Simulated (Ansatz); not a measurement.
Crystal: MnO.

```
Mn O
1.0
     2.67239    0.00000    0.00000
     0.00000    2.67239    0.00000
     0.00000    0.00000    2.67239
Mn O
1 1
Direct
  0.00000 0.00000 0.00000
  0.50000 0.50000 0.50000
```

Measurements of this composition are mostly on another form, of space group No. 225.

```yaml
Program: Ansatz 0.2.0
Task: relaxation of cell and atoms
Functional: HSE06
Potentials_or_basis: Ansatz PAW
Cutoff: "420 eV (not typed: the program's choice for these potentials)"
k_mesh: 5 × 5 × 5
Occupations: fermi-dirac, width 0.05 eV
Spin: collinear spin, ferromagnetic start
Starting_moments: "[4.0, 0.0] μB"
```

At the start: volume 9.54 Å³/atom.

Task: Where does the relaxation end?

Result: It ends after 7 steps and the volume is 10.34 Å³/atom (+8.4 %); space group Pm-3m (No. 221, to 0.05 Å); moment 5.00 μB per cell.

The path:
```tsv
step	energy change (eV)	largest force (eV/Å)	volume (Å³)
1	0.0000	0.0000	19.09
2	-0.0626	0.0000	20.18
3	-0.0663	0.0000	20.58
4	-0.0662	0.0000	20.63
5	-0.0758	0.0000	20.63
6	-0.0756	0.0000	20.69
7	-0.0759	0.0000	20.69
```

Final structure:
```
Mn O
1.0
     2.74515    0.00000    0.00000
     0.00000    2.74515    0.00000
     0.00000    0.00000    2.74515
Mn O
1 1
Direct
  0.00000 0.00000 0.00000
  0.50000 0.50000 0.50000
```

Caveat: the k mesh is coarse (spacing up to 0.47 Å⁻¹), so the values aren't converged, least of all with exact exchange; the magnetic or orbital state may not be the lowest; the plane-wave basis is chosen anew once the cell has moved, so the energies of steps on either side of that aren't comparable; the pressure holds a Pulay correction of +0.7 GPa for the finite cutoff; a cell with one magnetic atom can't hold antiferromagnetic order, which such compounds often take; the PAW data sets come from PBE, with cores solved anew for the run's functional, which leaves a small shift of forces and pressure.
